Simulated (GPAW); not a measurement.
# BP (F-43m) in GPAW: a series of runs

One crystal, BP, is run at these levels: RPBE, revTPSS+D4; tasks: equation of state, piezoelectric tensor.

Everything below comes from runs of GPAW 26.7.0. Logs are shortened: lines on timing, memory, paths and dates and some standing lists are left out, and cuts for length are marked. The log counts tension as positive stress, the text compression.

**Measured values to compare with.**

“Equation of state of single-crystal cubic boron phosphide”, 2014, arxiv:1407.1677 reports, for a bulk crystal of BP at 300 K: bulk modulus 179 ± 1 GPa.

How close the calculation comes is told below.

## 1. The crystal as given

The structure is cubic, space group F-43m (No. 216). The conventional cell has a = 4.538 Å, b = 4.538 Å, c = 4.538 Å, α = 90.00°, β = 90.00°, γ = 90.00°. P (site symmetry -43m) is surrounded by 4 B at 1.97 Å. B (site symmetry -43m) is surrounded by 4 P at 1.97 Å.

## 2. Equation of state, RPBE

run.py reads:

```python
import spglib
from ase import Atoms
from ase.eos import EquationOfState
from ase.io import Trajectory, read
from ase.units import GPa
from gpaw import GPAW, PW

atoms = read('BP.cif')
cell, positions, numbers = spglib.find_primitive(
    (atoms.cell[:], atoms.get_scaled_positions(), atoms.numbers), symprec=1e-4)
atoms = Atoms(numbers, cell=cell, scaled_positions=positions, pbc=True)

traj = Trajectory('eos.traj', 'w')
volumes, energies = [], []
for x in [0.94, 0.96, 0.98, 1.0, 1.02, 1.04, 1.06]:
    a = atoms.copy()
    a.set_cell(atoms.cell * x**(1 / 3), scale_atoms=True)
    calc = GPAW(mode=PW(800),
                xc='RPBE',
                kpts={'size': (10, 10, 10), 'gamma': True},
                occupations={'name': 'fermi-dirac', 'width': 0.05},
                nbands=11,
                convergence={'density': 1e-05, 'energy': 1e-05},
                maxiter=150,
                txt=f'eos-{x:.2f}.txt')
    a.calc = calc
    energies.append(a.get_potential_energy(force_consistent=True))
    volumes.append(a.get_volume())
    p = -a.get_stress()[:3].mean() / GPa
    calc.write(f'eos-{x:.2f}.gpw')
    traj.write(a)
    print(f'{x:.2f} {volumes[-1]:10.4f} A^3 {energies[-1]:14.6f} eV {p:9.3f} GPa', flush=True)

v0, e0, B = EquationOfState(volumes, energies, eos='birchmurnaghan').fit()
print(f'V0 = {v0:.4f} A^3, E0 = {e0:.6f} eV, B0 = {B / GPa:.2f} GPa')
```

BP.cif reads:

```cif
data_BP
_cell_length_a 4.53800000
_cell_length_b 4.53800000
_cell_length_c 4.53800000
_cell_angle_alpha 90.00000000
_cell_angle_beta 90.00000000
_cell_angle_gamma 90.00000000
_space_group_name_H-M_alt 'F-43m'
_space_group_name_Hall 'F -4 2 3'
_space_group_IT_number 216
loop_
_space_group_symop_operation_xyz
'x,y,z'
'y,-x,-z'
'-x,-y,z'
'-y,x,-z'
'x,-y,-z'
'y,x,z'
'-x,y,-z'
'-y,-x,z'
'z,x,y'
'-z,y,-x'
'z,-x,-y'
'-z,-y,x'
'-z,x,-y'
'z,y,x'
'-z,-x,y'
'z,-y,-x'
'y,z,x'
'-x,-z,y'
'-y,z,-x'
'x,-z,-y'
'-y,-z,x'
'x,z,y'
'y,-z,-x'
'-x,z,-y'
'x,y+1/2,z+1/2'
'y,-x+1/2,-z+1/2'
'-x,-y+1/2,z+1/2'
'-y,x+1/2,-z+1/2'
'x,-y+1/2,-z+1/2'
'y,x+1/2,z+1/2'
'-x,y+1/2,-z+1/2'
'-y,-x+1/2,z+1/2'
'z,x+1/2,y+1/2'
'-z,y+1/2,-x+1/2'
'z,-x+1/2,-y+1/2'
'-z,-y+1/2,x+1/2'
'-z,x+1/2,-y+1/2'
'z,y+1/2,x+1/2'
'-z,-x+1/2,y+1/2'
'z,-y+1/2,-x+1/2'
'y,z+1/2,x+1/2'
'-x,-z+1/2,y+1/2'
'-y,z+1/2,-x+1/2'
'x,-z+1/2,-y+1/2'
'-y,-z+1/2,x+1/2'
'x,z+1/2,y+1/2'
'y,-z+1/2,-x+1/2'
'-x,z+1/2,-y+1/2'
'x+1/2,y,z+1/2'
'y+1/2,-x,-z+1/2'
'-x+1/2,-y,z+1/2'
'-y+1/2,x,-z+1/2'
'x+1/2,-y,-z+1/2'
'y+1/2,x,z+1/2'
'-x+1/2,y,-z+1/2'
'-y+1/2,-x,z+1/2'
'z+1/2,x,y+1/2'
'-z+1/2,y,-x+1/2'
'z+1/2,-x,-y+1/2'
'-z+1/2,-y,x+1/2'
'-z+1/2,x,-y+1/2'
'z+1/2,y,x+1/2'
'-z+1/2,-x,y+1/2'
'z+1/2,-y,-x+1/2'
'y+1/2,z,x+1/2'
'-x+1/2,-z,y+1/2'
'-y+1/2,z,-x+1/2'
'x+1/2,-z,-y+1/2'
'-y+1/2,-z,x+1/2'
'x+1/2,z,y+1/2'
'y+1/2,-z,-x+1/2'
'-x+1/2,z,-y+1/2'
'x+1/2,y+1/2,z'
'y+1/2,-x+1/2,-z'
'-x+1/2,-y+1/2,z'
'-y+1/2,x+1/2,-z'
'x+1/2,-y+1/2,-z'
'y+1/2,x+1/2,z'
'-x+1/2,y+1/2,-z'
'-y+1/2,-x+1/2,z'
'z+1/2,x+1/2,y'
'-z+1/2,y+1/2,-x'
'z+1/2,-x+1/2,-y'
'-z+1/2,-y+1/2,x'
'-z+1/2,x+1/2,-y'
'z+1/2,y+1/2,x'
'-z+1/2,-x+1/2,y'
'z+1/2,-y+1/2,-x'
'y+1/2,z+1/2,x'
'-x+1/2,-z+1/2,y'
'-y+1/2,z+1/2,-x'
'x+1/2,-z+1/2,-y'
'-y+1/2,-z+1/2,x'
'x+1/2,z+1/2,y'
'y+1/2,-z+1/2,-x'
'-x+1/2,z+1/2,-y'
loop_
_atom_site_label
_atom_site_type_symbol
_atom_site_symmetry_multiplicity
_atom_site_Wyckoff_symbol
_atom_site_fract_x
_atom_site_fract_y
_atom_site_fract_z
_atom_site_occupancy
P1 P 4 c 0.2500000000 0.2500000000 0.2500000000 1
B1 B 4 a 0.0000000000 0.0000000000 0.0000000000 1
```

Potentials or basis: the program's PAW data sets (release 1.2.1) made for this functional, pw.

Started as:

```
$ OMP_NUM_THREADS=1 python run.py
```

The program printed:

```text
__  _  _
 | _ |_)|_||  |
 |__||  | ||/\| - 26.7.0

Input parameters:
  mode=PW(ecut=800.0),
  convergence={'density': 1e-05, 'energy': 1e-05},
  kpts=MonkhorstPack(size=(10, 10, 10), gamma=True),
  maxiter=150,
  nbands=11,
  occupations=Occupations(name='fermi-dirac', width=0.05),
  xc=XC(name='RPBE')

Diagonalizing LCAO Hamiltonian
Converting LCAO to pw mode

           P
       B

Atoms  # Å, Bohr magnetons
|   | symbol |        x |        y |        z |    initial magnetic moments |
|---|--------|----------|----------|----------|-----------------------------|
| 0 |      P | 1.111340 | 1.111340 | 1.111340 | ( 0.0000,  0.0000,  0.0000) |
| 1 |      B | 0.000000 | 0.000000 | 0.000000 | ( 0.0000,  0.0000,  0.0000) |

Unit cell  # Å
| periodic |        x |        y |        z |  lengths |    angles |
|----------|----------|----------|----------|----------|-----------|
|      yes | 0.000000 | 2.222681 | 2.222681 | 3.143345 | 60.000000 |
|      yes | 2.222681 | 0.000000 | 2.222681 | 3.143345 | 60.000000 |
|      yes | 2.222681 | 2.222681 | 0.000000 | 3.143345 | 60.000000 |

Number of symmetries: 24
Symmetry operations  # r_c * U_cc + t_c -> r_c
|    | kind |            matrix            |
|----|------|------------------------------|
|  0 |  E   |  1, 0, 0,  0, 1, 0,  0, 0, 1 |
|  1 |  σ   |  1, 0, 0,  0, 0, 1,  0, 1, 0 |
|  2 |  σ   |  1, 0,-1,  0, 1,-1,  0, 0,-1 |
|  3 |  C3  |  1, 0,-1,  0, 0,-1,  0, 1,-1 |
|  4 |  C3  |  1,-1, 0,  0,-1, 1,  0,-1, 0 |
|  5 |  σ   |  1,-1, 0,  0,-1, 0,  0,-1, 1 |
|  6 |  σ   |  0, 1, 0,  1, 0, 0,  0, 0, 1 |
|  7 |  C3  |  0, 1, 0,  0, 0, 1,  1, 0, 0 |
|  8 |  C2  |  0, 1,-1,  1, 0,-1,  0, 0,-1 |
|  9 |  S4  |  0, 1,-1,  0, 0,-1,  1, 0,-1 |
| 10 |  C3  |  0, 0, 1,  1, 0, 0,  0, 1, 0 |
| 11 |  σ   |  0, 0, 1,  0, 1, 0,  1, 0, 0 |
| 12 |  S4  |  0, 0,-1,  1, 0,-1,  0, 1,-1 |
| 13 |  C3  |  0, 0,-1,  0, 1,-1,  1, 0,-1 |
| 14 |  S4  |  0,-1, 1,  1,-1, 0,  0,-1, 0 |
| 15 |  C2  |  0,-1, 1,  0,-1, 0,  1,-1, 0 |
| 16 |  C3  |  0,-1, 0,  1,-1, 0,  0,-1, 1 |
| 17 |  S4  |  0,-1, 0,  0,-1, 1,  1,-1, 0 |
| 18 |  S4  | -1, 1, 0, -1, 0, 1, -1, 0, 0 |
| 19 |  C3  | -1, 1, 0, -1, 0, 0, -1, 0, 1 |
| 20 |  C3  | -1, 0, 1, -1, 1, 0, -1, 0, 0 |
| 21 |  S4  | -1, 0, 1, -1, 0, 0, -1, 1, 0 |
| 22 |  σ   | -1, 0, 0, -1, 1, 0, -1, 0, 1 |
| 23 |  C2  | -1, 0, 0, -1, 0, 1, -1, 1, 0 |

BZ-sampling:
  Number of BZ points: 1000
  Number of IBZ points: 47

  Monkhorst-Pack size: [10, 10, 10]
  Monkhorst-Pack shift: [0.05, 0.05, 0.05]

K-points  # in reciprocal-cell coordinates
|     |                                coordinates |     weight |
|-----|--------------------------------------------|------------|
|   0 | (  0.00000000,   0.00000000,   0.00000000) | 0.00100000 |
|   1 | (  0.10000000,   0.10000000,   0.00000000) | 0.00600000 |
|   2 | (  0.10000000,   0.10000000,   0.10000000) | 0.00800000 |
|   3 | (  0.20000000,   0.10000000,   0.10000000) | 0.01200000 |
|   4 | (  0.20000000,   0.20000000,   0.00000000) | 0.00600000 |
|   5 | (  0.20000000,   0.20000000,   0.10000000) | 0.02400000 |
|   6 | (  0.20000000,   0.20000000,   0.20000000) | 0.00800000 |
|   7 | (  0.30000000,   0.20000000,   0.10000000) | 0.02400000 |
|   8 | (  0.30000000,   0.20000000,   0.20000000) | 0.02400000 |
|   9 | (  0.30000000,   0.30000000,   0.00000000) | 0.00600000 |
| ... |                                            |            |
|  46 | (  0.50000000,   0.50000000,   0.50000000) | 0.00400000 |

Plane wave coefficients: 1158
Cutoff: 800.0 eV

Spin-components: 1 (collinear spins)
Bands:           11
Projectors:      10
Spin-degeneracy: 2
Datatype:        complex128

Parallelization:
  kpt:    1
  domain: 1
  band:   1

Density:
  Valence electrons: 8.0
  Components: 1
  Grid points: [21 21 21]
  Charge: 0.0  # |e|

Potential:
  Grid points: [21 21 21]

species:
  P:
    name:    Phosphorus
    Z:       15.0
    valence: 5
    core:    10
    charge:  0.0  # [|e|]
    compensation charges:
      type: gauss
      rc: 0.30  # [Å]
      lmax: 2
    cutoffs:
      filter: 1.69  # [Å]
      core: 1.81  # [Å]
    projectors
    | kind |    occ | energy [eV] | rcut [Å] |
    |------|--------|-------------|----------|
    |   3s |  2.000 |     -13.955 |    0.953 |
    |   3p |  3.000 |      -5.495 |    0.953 |
    |    s |        |      13.257 |    0.953 |
    |    p |        |      21.717 |    0.953 |
    |    d |        |       0.000 |    0.953 |

    Using partial waves for P as LCAO basis

  B:
    name:    Boron
    Z:       5.0
    valence: 3
    core:    2
    charge:  0.0  # [|e|]
    compensation charges:
      type: gauss
      rc: 0.20  # [Å]
      lmax: 2
    cutoffs:
      filter: 1.14  # [Å]
      core: 1.38  # [Å]
    projectors
    | kind |    occ | energy [eV] | rcut [Å] |
    |------|--------|-------------|----------|
    |   2s |  2.000 |      -9.489 |    0.635 |
    |   2p |  1.000 |      -3.587 |    0.635 |
    |    s |        |      17.723 |    0.635 |
    |    p |        |      23.625 |    0.635 |
    |    d |        |       0.000 |    0.635 |

    Using partial waves for B as LCAO basis

Reference energy: -9977.477251  # eV

eigensolver:
  PPCG
  Converge bands: occupied
  niter=2

density mixing:
  MSR1-Mixer
  Pratt-step length: 0.05
  Maximum mixing coefficient: 0.75
  Old densities: 10
  SVD Regularization: 0.005
  Good broyden scale: 1.0
  Trust region scale: 1.0
  Backstep threshold: 4.0
  History deletion threshold: 6.0
  Fourier metric: weight=20.0, sigma=0.015

occupation numbers:
  Fermi-Dirac:
    width: 0.0500  # eV

poisson solver:
  ecut: 6400.0  # eV

xc functional:
  name: RPBE with 2 nearest neighbor stencil

convergence criteria:
[... 6 lines left out ...]
|iter     | |      energy | eigst |  dens |
|---------|-|-------------|-------|-------|
|iter:   1| |  -12.723556 | +0.13 |       |
|iter:   2| |  -12.600011 | -2.15 | -0.69 |
|iter:   3| |  -12.047765 | -1.39 | -0.73 |
|iter:   4| |  -12.042875 | -2.93 | -1.43 |
|iter:   5| |  -12.043424 | -3.95 | -1.93 |
|iter:   6| |  -12.043486 | -5.46 | -2.61 |
|iter:   7| |  -12.043486c| -7.25 | -3.67 |
|iter:   8| |  -12.043487c| -8.13c| -4.21 |
|iter:   9| |  -12.043487c| -8.72c| -5.31c|

Converged in 9 steps
Energy contributions relative to reference atoms: (reference = -9977.477251)

Energy contributions:
  Kinetic:          19.469945
  Coulomb:         -16.342666
  Zero:             -0.029764
  External:          0.000000
  Xc:              -15.141001
  Entropy:          -0.000000
  Spinorbit:         0.000000
  ----------------------------
  Free energy:     -12.043487
  Extrapolated:    -12.043487

dipole moment: (-10.477807, -10.477807, -10.477807)  # |e|*Ang

Fermi level: 9.669
Eigenvalues  # (at kpt = [0.000, 0.000, 0.000])
| band index |      eig [eV] | occ [0-2] |
|------------|---------------|-----------|
|          0 |        -6.947 |     2.000 |
|          1 |         9.104 |     2.000 |
|          2 |         9.104 |     2.000 |
|          3 |         9.104 |     2.000 |
|          4 |        12.608 |     0.000 |
|          5 |        12.608 |     0.000 |
|          6 |        12.608 |     0.000 |
|          7 |        17.496 |     0.000 |
|          8 |        21.232 |     0.000 |
|          9 |        21.271 |     0.000 |
|         10 |        21.271 |     0.000 |

Gap: 1.172 eV
Transition (v -> c):
  (s=0, k=0, n=3, [0.00, 0.00, 0.00]) -> (s=0, k=24, n=4, [0.40, 0.40, 0.00])
Direct/indirect transitions are different
Direct gap: 3.504 eV
Transition at: (s=0, k=0, n=3, [0.00, 0.00, 0.00])

Stress tensor  # eV/Ang^3
|         x |         y |         z |
|-----------|-----------|-----------|
| -0.100794 | -0.000000 | -0.000000 |
| -0.000000 | -0.100794 |  0.000000 |
| -0.000000 |  0.000000 | -0.100794 |

# Writing to eos-0.94.gpw (mode='')
```

Wall time 74 s (1 thread of Arm Neoverse V2, shared host); peak memory 0.24 GiB.

Results:

| Item | Value |
| --- | --- |
| Equilibrium volume | 12.00 Å³/atom |
| Bulk modulus | 155 GPa |
| Pressure derivative of the bulk modulus | 3.8 |

Energy against volume, from the lowest point:
```csv
volume (Å³/atom),energy (meV/atom)
10.981,47.90
11.214,27.36
11.448,12.89
11.682,3.94
11.915,0.00
12.149,0.63
12.383,5.41
```

[end of part 1 of 2]
